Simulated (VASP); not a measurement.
# GaN (zincblende): gaps by functional in VASP

```
CELL_PARAMETERS angstrom
0.00000 2.24895 2.24895
2.24895 0.00000 2.24895
2.24895 2.24895 0.00000
ATOMIC_POSITIONS crystal
Ga 0.00000 0.00000 0.00000
N 0.25000 0.25000 0.25000
```

All runs share this cell. Band v is the last that the valence electrons fill when counted band by band, and c is the next. A negative gap between them is a band overlap, as in a metal.

| level | gap (eV) | least direct gap (eV) | pressure (GPa) |
| --- | --- | --- | --- |
| PBE | 1.76 | 1.76 | 6.2 |
| r²SCAN | 2.16 | 2.16 | 1.2 |
| LDA | 1.79 | 1.79 | -4.4 |
| PBEsol | 1.72 | 1.72 | -0.2 |
| PBE with spin–orbit coupling | 1.76 | 1.76 | – |
